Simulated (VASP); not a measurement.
# linear Co chain, spacing 2.185 A: a series over U, part 3 of 3

What does DFT+U do to linear Co chain, spacing 2.185 A?

VASP 6.6.1, plane waves and PAW; the level of theory is named at each step.

Still holding for the runs below: The magnetic state follows from one typed start and may not be the lowest.

So far, largest spin moment in the PAW sphere (μB): step 2 (series over U, start order fm, U 0, PBE) 2.15; step 3 (series over U, start order AFM, U 0, PBE) 1.38; step 6 (series over U, start order fm, U 5, PBE, DFT+U) 2.26; step 7 (series over U, start order AFM, U 5, PBE, DFT+U) 2.18.

## Step 10: Series over U, start order fm, U 8

This step: PBE, DFT+U (Co d 8 eV), spin-polarised from a ferromagnetic start; plane waves and PAW (Co) (VASP 6.6.1).

Input file INCAR:

```
SYSTEM = Co
PREC = Normal
ENCUT = 350
EDIFF = 1E-06
NELM = 150
ISMEAR = 1
SIGMA = 0.05
LREAL = .FALSE.
ALGO = Normal
GGA = PE
NBANDS = 18
ISPIN = 2
MAGMOM = 2 2
LDAU = .TRUE.
LDAUTYPE = 2
LDAUL = 2
LDAUU = 8
LDAUJ = 0
LDAUPRINT = 1
LASPH = .TRUE.
LMAXMIX = 4
LORBIT = 11
LWAVE = .FALSE.
LCHARG = .FALSE.
NCORE = 2
AMIX = 0.2
BMIX = 1E-04
AMIX_MAG = 0.8
BMIX_MAG = 1E-04
NEDOS = 1200
```

Input file POSCAR:

```
Co
1.0
   12.0000000000      0.0000000000      0.0000000000
    0.0000000000     12.0000000000      0.0000000000
    0.0000000000      0.0000000000      4.3700000000
Co
2
Direct
    0.5000000000      0.5000000000      0.0000000000
    0.5000000000      0.5000000000      0.5000000000
```

Input file KPOINTS:

```
Automatic mesh
0
Gamma
1 1 9
0 0 0
```

The projector-augmented-wave data sets are Co (PBE family, release 64).

Launch:

```bash
$ mpirun -np 2 vasp_std
```

Log:

```text
[... set-up lines as in an earlier step ...]
 entering main loop
       N       E                     dE             d eps       ncg     rms          rms(c)
DAV:   1     0.956473114325E+02    0.95647E+02   -0.38289E+03   360   0.462E+02
DAV:   2     0.117293324832E+02   -0.83918E+02   -0.78402E+02   396   0.150E+02
DAV:   3     0.453397539653E+01   -0.71954E+01   -0.69332E+01   398   0.630E+01
DAV:   4     0.443946693637E+01   -0.94508E-01   -0.94111E-01   418   0.854E+00
[...]
DAV:  37     0.305134868446E+01   -0.89439E-05   -0.24439E-06   318   0.641E-03    0.207E-03
DAV:  38     0.305134541796E+01   -0.32665E-05   -0.27430E-07   286   0.467E-03    0.209E-03
DAV:  39     0.305134514652E+01   -0.27144E-06   -0.32830E-08   266   0.133E-03
   1 F= 0.30513451E+01 E0= 0.30531130E+01  d E =-.530359E-02  mag=     4.4436
```

Wall time 25 s (2 MPI ranks of AMD EPYC 9R45, shared host); peak memory 0.38 GiB.

Parts of OUTCAR (step 10):

```text
  Total       -0.3824556     -0.3824556      1.3133310      0.0000000     -0.0000000      0.0000000
  in kB       -0.9737504     -0.9737504      3.3438044      0.0000000     -0.0000000      0.0000000
  external PRESSURE =       0.4654346 kB  Pullay stress =       0.0000000 kB

  FREE ENERGIE OF THE ION-ELECTRON SYSTEM (eV)
  ---------------------------------------------------
  free  energy   TOTEN  =         3.0513451465 eV

  energy  without entropy=        3.0566487414  energy(sigma->0) =        3.05311301

 magnetization (x)
# of ion       s       p       d       tot
------------------------------------------
    1        0.013  -0.003   2.310   2.319
    2        0.013  -0.003   2.310   2.319
--------------------------------------------------
tot          0.025  -0.007   4.619   4.638

[... 3 parts as in an earlier step ...]

[... 1 further part left out ...]
[key lines of the parts left out:]
E-fermi :  -3.2886
```

Spin moment in the PAW sphere by atom:

| atom | spin moment in the PAW sphere (μB) |
| --- | --- |
| Co1 | 2.32 |
| Co2 | 2.32 |

Energy at zero smearing: 3.05311 eV.

## Step 11: Series over U, start order AFM, U 8

This step: PBE, DFT+U (Co d 8 eV), spin-polarised from an antiferromagnetic start; plane waves and PAW (Co) (VASP 6.6.1).

Edit INCAR of step 10 so:

```diff
@@ -12,3 +12,3 @@
 ISPIN = 2
-MAGMOM = 2 2
+MAGMOM = 2 -2
 LDAU = .TRUE.
```

POSCAR is that of step 10.

KPOINTS is that of step 10.

Launch:

```bash
$ mpirun -np 2 vasp_std
```

Log:

```text
[... set-up lines as in an earlier step ...]
 entering main loop
       N       E                     dE             d eps       ncg     rms          rms(c)
DAV:   1     0.969360452351E+02    0.96936E+02   -0.37592E+03   360   0.462E+02
DAV:   2     0.132708275789E+02   -0.83665E+02   -0.77841E+02   426   0.153E+02
DAV:   3     0.624958581225E+01   -0.70212E+01   -0.67991E+01   382   0.613E+01
DAV:   4     0.616387864872E+01   -0.85707E-01   -0.84029E-01   422   0.835E+00
[...]
DAV:  20    -0.430522187744E+00   -0.17715E-05   -0.44607E-07   408   0.973E-03    0.485E-03
DAV:  21    -0.430523840281E+00   -0.16525E-05   -0.15931E-06   456   0.185E-02    0.160E-03
DAV:  22    -0.430523877294E+00   -0.37013E-07   -0.46801E-07   404   0.735E-03
   1 F= -.43052388E+00 E0= -.43067036E+00  d E =0.439462E-03  mag=     0.0000
```

Run time: 15 s. Hardware: 2 MPI ranks; peak memory 0.37 GiB; 28 s of CPU time.

Parts of OUTCAR (step 11):

```text
  Total       -0.5986212     -0.5986212      2.8583010      0.0000000     -0.0000000     -0.0000000
  in kB       -1.5241186     -1.5241186      7.2773728      0.0000000     -0.0000000     -0.0000000
  external PRESSURE =       1.4097118 kB  Pullay stress =       0.0000000 kB

  FREE ENERGIE OF THE ION-ELECTRON SYSTEM (eV)
  ---------------------------------------------------
  free  energy   TOTEN  =        -0.4305238773 eV

  energy  without entropy=       -0.4309633395  energy(sigma->0) =       -0.43067036

 magnetization (x)
# of ion       s       p       d       tot
------------------------------------------
    1        0.094   0.001   1.982   2.077
    2       -0.094  -0.001  -1.982  -2.077
--------------------------------------------------
tot          0.000   0.000   0.000   0.000

[... 3 parts as in an earlier step ...]

[... 1 further part left out ...]
[key lines of the parts left out:]
E-fermi :  -3.8772
```

The gap is read on the k-mesh alone, so it is an upper bound where the band edges lie off the mesh. Methfessel-Paxton smearing is not meant for a cell with a gap.

Energy at zero smearing: -0.43067 eV.

## Step 12: Summary

This step: DFT+U series, PBE; plane waves and PAW (VASP 6.6.1).

No new run; the numbers come from the runs before.

Energies at different U are not comparable. U series, by row:

| U (eV) | J (eV) | LDAUTYPE | start | energy (eV/atom) | mean moment (μB) | gap on the mesh (eV) |
| --- | --- | --- | --- | --- | --- | --- |
| 0 | 0 | - | fm | -3.878 | 2.145 | 0 |
| 0 | 0 | - | afm | -3.382 | 1.38 | 0 |
| 2 | 0 | 2 | fm | -2.372 | 2.206 | 0 |
| 5 | 0 | 2 | fm | -0.6405 | 2.257 | 0 |
| 5 | 0 | 2 | afm | -0.9236 | 2.183 | 0 |
| 6 | 0.5 | 1 | fm | 0.3901 | 2.222 | 0 |
| 6 | 0.5 | 1 | afm | -0.5245 | 2.187 | 0 |
| 8 | 0 | 2 | fm | 1.527 | 2.319 | 0 |
| 8 | 0 | 2 | afm | -0.2153 | 2.077 | 0.6769 |

## Step 13: Summary of results

| Property | Result |
| --- | --- |
| U = 0 eV, J = 0 eV, fm start | mean size of the moments 2.15 μB |
| U = 0 eV, J = 0 eV, afm start | mean size of the moments 1.38 μB |
| U = 2 eV, J = 0 eV, fm start | mean size of the moments 2.21 μB |
| U = 5 eV, J = 0 eV, fm start | mean size of the moments 2.26 μB |
| U = 5 eV, J = 0 eV, afm start | mean size of the moments 2.18 μB |
| U = 6 eV, J = 0.5 eV, fm start | mean size of the moments 2.22 μB |
| U = 6 eV, J = 0.5 eV, afm start | mean size of the moments 2.19 μB |
| U = 8 eV, J = 0 eV, fm start | mean size of the moments 2.32 μB |
| U = 8 eV, J = 0 eV, afm start | mean size of the moments 2.08 μB |

**Reading.** At U = 0, 5, 6 and 8 eV the two starts end 0.28 to 1.74 eV an atom apart. So large a difference can come from other orbital or spin states as well as from the order, so the rows below need not follow one state over U. For the ferromagnetic start without J, from U = 0 to 8 eV the mean moment goes from 2.15 to 2.32 μB, the cell stays metallic. At U = 5, 6 and 8 eV the other start ends lower in energy than the ferromagnetic one, so this line doesn't follow the lower state. A jump between neighbouring rows can also mean that the runs ended in different spin or orbital states. U acts inside the PAW spheres, so the same number means something else in a code with other projectors.

[Lines on the potential files, build, host, timing and source positions are cut from VASP's logs without a mark.]

[Logs are printed without paths, hosts, clocks, repeated set-up lines and the standing remarks that a program may print on its own settings, such as how far it seeks lower states.]

[Hosts, paths, dates, database ids (printed as entryN), source tags and the programs' standing remarks are cut or masked in the printed files.]

[In band tables of VASP the shares of atoms and orbitals are scaled to a sum of 1 inside the atoms' spheres.]

[Runs that stopped without an error message from VASP are left out.]
